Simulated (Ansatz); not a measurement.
Relax this structure to zero stress and force, keeping its symmetry:

```
Zr N
1.0
     5.41300    0.00000    0.00000
     0.00000    5.41300    0.00000
     0.00000    0.00000    3.30779
Zr N
4 2
Direct
  0.29613 0.29613 0.00000
  0.70387 0.70387 0.00000
  0.79613 0.20387 0.50000
  0.20387 0.79613 0.50000
  0.00000 0.00000 0.00000
  0.50000 0.50000 0.50000
```

The calculation used Ansatz 0.2.0, DFT r2SCAN, scalar-relativistic, plane waves, PAW.

Settings: cutoff 500 eV, Γ-centred mesh 8×8×10 on the computed 6-atom cell, Gaussian smearing of 0.10 eV; no spin polarisation.

Question: What does it relax to?

Answer: The volume drops by 0.01 Å³/atom to 16.14 Å³/atom, and the energy falls by 0.1 meV/atom. Final structure:
Space group P4_2/mnm (No. 136). a = 5.417 Å, b = 5.417 Å, c = 3.300 Å, α = 90.00°, β = 90.00°, γ = 90.00°
| atom | site | symmetry | x | y | z |
| --- | --- | --- | --- | --- | --- |
| Zr | 4f | m.2m | 0.2966 | 0.2966 | 0.0000 |
| N | 2a | m.mm | 0.0000 | 0.0000 | 0.0000 |

Course of the relaxation (steps run on the plane waves of an earlier cell, and the basis is chosen afresh near the end, so energy and pressure can step there; trial steps that raised the energy were taken back; energies are free energies):

```csv
step,E − E_final (meV/atom),largest force component (eV/Å),P (GPa),V (Å³/atom)
1,0.1,0.028,-0.20,16.15
2,0.2,0.047,0.26,16.12
3,0.0,0.019,0.01,16.14
4,0.0,0.000,-0.05,16.15
5,0.0,0.000,0.00,16.14
6,0.0,0.000,0.00,16.14
```